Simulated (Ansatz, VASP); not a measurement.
## One calculation of Fe, two programs

The input INCAR:

```
ALGO = Normal ; EDIFF = 1E-8
ENCUT = 520 ; GGA = PE
ISIF = 2 ; ISMEAR = -1
LASPH = True ; LCHARG = False
LEFG = True ; LREAL = False
LWAVE = False ; NBANDS = 15
NELM = 100 ; PREC = Accurate
SIGMA = 0.08
```

The input KPOINTS:

```
k-points
0
Gamma
  17 17 10
```

File POSCAR:

```
Fe
1.0
    2.3844669570      0.0000000000      0.0000000000
   -1.1922334785      2.0650089592      0.0000000000
    0.0000000000      0.0000000000      3.7635056374
Fe
2
Direct
    0.3333333333      0.6666666667      0.2500000000
    0.6666666667      0.3333333333      0.7500000000
```

Input for Ansatz:

```yaml
crystal:
  lattice:
    - [2.384466957, 0.0, 0.0]
    - [-1.1922334785, 2.0650089592, 0.0]
    - [0.0, 0.0, 3.7635056374]
  atoms:
    - { symbol: Fe, position: [0.3333333333, 0.6666666667, 0.25] }
    - { symbol: Fe, position: [0.6666666667, 0.3333333333, 0.75] }
kpoints:
  mp_grid: { grid: [17, 17, 10] }
scf:
  occupations: { method: fermi_dirac, width: 0.08 }
hamiltonian:
  xc: pbe
  pseudopotentials: { kind: all_electron, datasets: crystal }
output:
  forces: true
  stress: true
  eigenvalues: true
  efg: { contact_densities: true }
```

Change from the starting cell: volume scaled by 0.94, crystal datasets.

Alike in both runs: task electric field gradients; functional PBE; k mesh 17 × 17 × 10; occupations fermi-dirac, width 0.08 eV; no spin polarisation.

|  | VASP | Ansatz |
| --- | --- | --- |
| version | VASP 6.6.1 | Ansatz 0.2.0 |
| potentials or method | VASP PAW PBE potentials, release 64 (Fe) | all-electron PAW with datasets made for the crystal, scalar-relativistic |
| plane-wave cutoff (eV) | 520 | see its input |

VASP gave:

| Item | Value |
| --- | --- |
| pressure (GPa) | 33.9 |
| largest component of the traceless stress (GPa) | 1.46 |
| Vzz of the field gradient on the site that differs most (V/Å²) | -8.8 |

Question: What did Ansatz give for the same quantities?

Answer: Pressure (GPa): 34.8; largest component of the traceless stress (GPa): 1.62; Vzz of the field gradient on the site that differs most (V/Å²): -4.6.

Ansatz ran all-electron here, so the differences hold the error of VASP's frozen core and of both bases. Ansatz warned: «printed_levels_off».

Caveats: so large a pressure means that the cell lies far from this level's equilibrium, or that cutoff or potentials fall short (VASP); the run has no spin polarisation, though such a crystal can be magnetic. Spin polarisation is off, so any magnetic state and its effect on volume and gap are missing.
